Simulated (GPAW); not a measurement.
Computed results, one entry a study.

```
! title: A GW chain in GPAW: LiF (Griceite)
! method: DFT, PBE, plane waves, PAW (and 1 further level or step)
! program: GPAW 26.7.0
! settings of one run: cutoff 600 eV, GPAW PAW setups 1.2.1 data release, 6×6×6 k-mesh, nbands 61
! cost: 4 runs, 28 s in all on 4 MPI ranks of Arm Neoverse V2, shared host (the runs of this entry)
! notes: The cell and positions come from the Crystallography Open Database and are kept as given unless a step says otherwise. Bands and cutoff are finite, so the gap is not at the basis limit. The miss can reach some tenths of an eV and take either sign; the mesh is an error of its own.
! PBE gap: 9.07 eV, indirect (only 2 meV under the direct gap)
! G0W0 gap on the mesh: 13.21 eV
! GW settings: 6×6×6 mesh, 51 bands, screening to 125 eV, Godby-Needs plasmon pole
! known limits: not at the basis limit
CELL_PARAMETERS angstrom
0.00000 2.01400 2.01400
2.01400 0.00000 2.01400
2.01400 2.01400 0.00000
ATOMIC_POSITIONS crystal
Li 0.00000 0.00000 0.00000
F 0.50000 0.50000 0.50000
```

[Paths, hosts, dates, memory and timing lines, banners, echoed tables and standing remarks are left out of the program output.]

[Logs are printed without paths, hosts, clocks, repeated set-up lines and the standing remarks that a program may print on its own settings, such as how far it seeks lower states.]

[Runs of the session that timed out or met a known fault of the program may be left out.]

[Hosts, paths, dates, database ids (printed as entryN), source tags and the programs' standing remarks are cut or masked in the printed files.]
